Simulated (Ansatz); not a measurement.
## Ligand exchange: C4H10O + GaH2(SH) → C4H10S + GaH2(OH)

Species: C4H10O (tert-butanol) `CC(C)(C)O`, singlet; GaH2(SH), singlet; C4H10S (2-methyl-2-propanethiol) `CC(C)(C)S`, singlet; GaH2(OH), singlet. The partners trade OH for SH: C–OH and Ga–SH bonds give way to C–SH and Ga–OH.

Shapes, held fixed at every level: PBE0-D4/def2-TZVP. Flexible molecules stand in one conformer, not always the lowest. Programs: Ansatz 0.2.0. Electronic energies: no zero-point or thermal term.

```json
{"level": "HF/def2-SVP", "kind": "Hartree–Fock", "ΔE (kJ/mol)": "+42.6", "less CCSD(T)/def2-TZVPP": "+30.6"}
{"level": "HF/def2-TZVPP", "kind": "Hartree–Fock", "ΔE (kJ/mol)": "+31.4", "less CCSD(T)/def2-TZVPP": "+19.4"}
{"level": "SPW92/def2-TZVPP", "kind": "LDA", "ΔE (kJ/mol)": "+22.0", "less CCSD(T)/def2-TZVPP": "+10.0"}
{"level": "PBE-D4/def2-TZVPP", "kind": "GGA", "ΔE (kJ/mol)": "+17.0", "less CCSD(T)/def2-TZVPP": "+5.0"}
{"level": "MP2/def2-TZVPP", "kind": "perturbation theory", "ΔE (kJ/mol)": "+1.4", "less CCSD(T)/def2-TZVPP": "-10.6"}
{"level": "CCSD/def2-SVP", "kind": "coupled cluster or CI", "ΔE (kJ/mol)": "+22.3", "less CCSD(T)/def2-TZVPP": "+10.3"}
{"level": "CCSD/def2-TZVPP", "kind": "coupled cluster or CI", "ΔE (kJ/mol)": "+15.0", "less CCSD(T)/def2-TZVPP": "+3.0"}
{"level": "CCSD(T)/def2-TZVPP", "kind": "coupled cluster or CI", "ΔE (kJ/mol)": "+12.0", "less CCSD(T)/def2-TZVPP": "0.0"}
```

The highest level, CCSD(T)/def2-TZVPP, gives ΔE = +12.0 kJ/mol; the levels span +1.4 to +42.6. The column of differences is taken from that level and isn't an error. No measured value is set beside it here. Relativity is left out for Ga. Outer-core shells of Ga are correlated, in sets that cover them unevenly.
